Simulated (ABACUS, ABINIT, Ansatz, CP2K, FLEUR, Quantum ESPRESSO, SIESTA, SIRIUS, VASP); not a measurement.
SnO: programs and potentials compared

```
Sn O
1.0
     3.81370    0.00000    0.00000
     0.00000    3.81370    0.00000
     0.00000    0.00000    4.88691
Sn O
2 2
Direct
  0.50000 0.00000 0.76463
  0.00000 0.50000 0.23537
  0.00000 0.00000 0.00000
  0.50000 0.50000 0.00000
```

The cell is a database's computed one, not the measured one.

Alike in all runs: task single point; functional PBE; k mesh 7 × 7 × 6; occupations fermi-dirac, width 0.05 eV; no spin polarisation; no spin-orbit coupling. Pressure is positive in compression and, in plane waves, holds the error of the finite cutoff, which Ansatz's Pulay term estimates and takes out.

```json
{"program and potentials": "SIESTA, files PseudoDojo sr-pbe-0.4.1-standard, DZP (energy shift 0.003 Ry; two zetas on semicore shells)", "plane-wave cutoff (eV)": "-", "notes": "atomic basis; 10 valence electrons an atom on average", "pressure (GPa)": "6.67", "largest force (eV/Å)": "0.946"}
{"program and potentials": "Ansatz, all-electron LAPW, scalar-relativistic", "plane-wave cutoff (eV)": "-", "notes": "-", "pressure (GPa)": "3.57", "largest force (eV/Å)": "0.367"}
{"program and potentials": "FLEUR, all-electron, FLAPW", "plane-wave cutoff (eV)": "-", "notes": "-", "pressure (GPa)": "-", "largest force (eV/Å)": "0.370"}
{"program and potentials": "SIRIUS, all-electron FP-LAPW, apw+lo standard", "plane-wave cutoff (eV)": "-", "notes": "-", "pressure (GPa)": "-", "largest force (eV/Å)": "0.311"}
{"program and potentials": "Quantum ESPRESSO, SSSP 1.3 efficiency PBE", "plane-wave cutoff (eV)": "816", "notes": "10 valence electrons an atom on average", "pressure (GPa)": "3.70", "largest force (eV/Å)": "0.433"}
{"program and potentials": "Ansatz, Ansatz PAW (earlier soft set)", "plane-wave cutoff (eV)": "420", "notes": "10 valence electrons an atom on average; Pulay term of +0.20 GPa included", "pressure (GPa)": "3.53", "largest force (eV/Å)": "0.361"}
{"program and potentials": "ABACUS, PseudoDojo NC SR 0.4.1 PBE standard, plane waves", "plane-wave cutoff (eV)": "1143", "notes": "10 valence electrons an atom on average", "pressure (GPa)": "4.09", "largest force (eV/Å)": "0.467"}
{"program and potentials": "ABINIT, JTH PAW PBE v2.0", "plane-wave cutoff (eV)": "626", "notes": "10 valence electrons an atom on average", "pressure (GPa)": "3.18", "largest force (eV/Å)": "0.360"}
{"program and potentials": "CP2K, POTENTIAL_UZH Sn GTH-PBE-q4, O GTH-PBE-q6; TZVP-MOLOPT-PBE-GTH basis", "plane-wave cutoff (eV)": "-", "notes": "atomic basis; 5 valence electrons an atom on average", "pressure (GPa)": "6.66", "largest force (eV/Å)": "0.850"}
{"program and potentials": "VASP, PBE PAW files O, Sn_d, 520 eV", "plane-wave cutoff (eV)": "520", "notes": "10 valence electrons an atom on average", "pressure (GPa)": "3.84", "largest force (eV/Å)": "0.457"}
```

Force on atom 1 (Sn), eV/Å:

| program and potentials | x | y | z |
| --- | --- | --- | --- |
| SIESTA, files PseudoDojo sr-pbe-0.4.1-standard, DZP (energy shift 0.003 Ry; two zetas on semicore shells) | 0.000 | 0.000 | -0.946 |
| Ansatz, all-electron LAPW, scalar-relativistic | 0.000 | 0.000 | -0.367 |
| FLEUR, all-electron, FLAPW | 0.000 | 0.000 | -0.370 |
| SIRIUS, all-electron FP-LAPW, apw+lo standard | 0.000 | 0.000 | -0.311 |
| Quantum ESPRESSO, SSSP 1.3 efficiency PBE | 0.000 | 0.000 | -0.433 |
| Ansatz, Ansatz PAW (earlier soft set) | 0.000 | 0.000 | -0.361 |
| ABACUS, PseudoDojo NC SR 0.4.1 PBE standard, plane waves | 0.000 | 0.000 | -0.467 |
| ABINIT, JTH PAW PBE v2.0 | 0.000 | 0.000 | -0.360 |
| CP2K, POTENTIAL_UZH Sn GTH-PBE-q4, O GTH-PBE-q6; TZVP-MOLOPT-PBE-GTH basis | 0.000 | 0.000 | -0.850 |
| VASP, PBE PAW files O, Sn_d, 520 eV | 0.000 | 0.000 | -0.457 |

The pressure spans 3.18 (ABINIT, JTH PAW PBE v2.0) to 6.67 GPa (SIESTA, files PseudoDojo sr-pbe-0.4.1-standard, DZP (energy shift 0.003 Ry; two zetas on semicore shells)), with all-electron results at 3.57. The pressure on the cell as given of SIESTA, files PseudoDojo sr-pbe-0.4.1-standard, DZP (energy shift 0.003 Ry; two zetas on semicore shells); CP2K, POTENTIAL_UZH Sn GTH-PBE-q4, O GTH-PBE-q6; TZVP-MOLOPT-PBE-GTH basis lies far from the others; the cause wasn't traced. Rows in atomic bases carry the error of their basis and grid, which can be large.

The functional is the same throughout but for its coding, so the spread measures potentials, basis and numerics; runs on potential files found faulty are left out.
